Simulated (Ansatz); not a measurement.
A generator proposed this cell of BP.

```xyz
2
Lattice="2.9540 0.0000 0.0000 0.0000 2.9540 0.0000 0.0000 0.0000 2.9540" Properties=species:S:1:pos:R:3 pbc="T T T"
B     1.4770    1.4770    1.4770
P     0.0000    0.0000    0.0000
```

These are results of DFT PBE, scalar-relativistic, plane waves, PAW in Ansatz, not measurements. Settings: cutoff 420 eV, Γ-centred mesh 6×6×6 on the computed 2-atom cell, Gaussian smearing of 0.10 eV; no spin polarisation.

The zero of energy is the elements' standard structures at the same level; no fitted shifts are applied. The references include black phosphorus.

Question: What does a single point on this coarse mesh give?

Answer: The pressure is -18.6 GPa (it wants to contract), the largest force is 0.00 eV/Å (symmetry fixes the atoms), and the energy is +1.61 eV/atom against the elements. The shortest distance is 2.56 Å.

Question: How much does it gain on relaxing, and where does it end?

Answer: Relaxing gains about 0.20 eV/atom (the start's value is from the coarse mesh, so the gain is rough) in 10 ionic steps and ends at +1.41 eV/atom on the finer mesh. The symmetry stays Pm-3m (No. 221). The end has the caesium chloride type. The volume per atom shrinks by 22.2 %, from 12.9 to 10.0 Å³. The shortest distance goes from 2.56 Å (B–P) to 2.35 Å (B–P). Conventional cell: a = 2.716 Å. B is surrounded by 8 P at 2.35 Å and 6 B at 2.72 Å; P has 8 B at 2.35 Å and 6 P at 2.72 Å.

The last run used a 20×20×20 mesh for its 2-atom cell and Gaussian smearing of 0.10 eV. The reference form of P is held partly by dispersion forces, which this level lacks. The relaxation can't lower the symmetry of the start. A structure relaxed within its symmetry needn't be a true minimum. Another cell of BP relaxed alike, in P6_3/mmc, lies 1.46 eV/atom lower, so this cell isn't the stable form at this level.
